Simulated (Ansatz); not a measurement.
# Si2Mo under changes of volume

One of the cells (13.416 Å³/atom); the others are scaled copies at fixed shape and fractional positions:

```
Mo Si
1.0
    -1.60000    1.60000    3.93050
     1.60000   -1.60000    3.93050
     1.60000    1.60000   -3.93050
Mo Si
1 2
Direct
  0.00000 0.00000 0.00000
  0.66700 0.66700 0.00000
  0.33300 0.33300 0.00000
```

```yaml
Program: Ansatz 0.2.0
Functional: PBE
Potentials_or_basis: Ansatz PAW
Cutoff: "420 eV (not typed: the program's choice for these potentials)"
k_mesh: 12 × 12 × 12
Occupations: fermi-dirac, width 0.05 eV
Spin: no spin polarisation
```

```csv
volume (Å³/atom),energy over the lowest point (meV/atom),pressure (GPa),largest force (eV/Å)
12.611,48.13,17.7,0.177
12.879,?,?,?
13.148,7.73,6.8,0.247
13.416,0.21,2.2,0.279
13.684,0.00,-1.9,0.309
13.953,6.35,-5.6,0.338
14.221,18.60,-8.9,0.364
```

What does the run at 12.879 Å³/atom give?

Energy over the lowest point 23.40 meV/atom; pressure 12.0 GPa; largest force 0.213 eV/Å.

Worked out: A Birch-Murnaghan fit of order 3 (a polynomial in V^(-2/3)) to the other rows has its minimum at 13.56 Å³/atom with B0 = V·E''(V) = 208 GPa and B' = 4.4 at fixed shape and positions, which overstates the stiffness. It gives 23.43 meV/atom at 12.879 Å³/atom, against the run's 23.40, and -dE/dV = 12.0 GPa, against 12.0.

Energies are extrapolated to zero smearing.
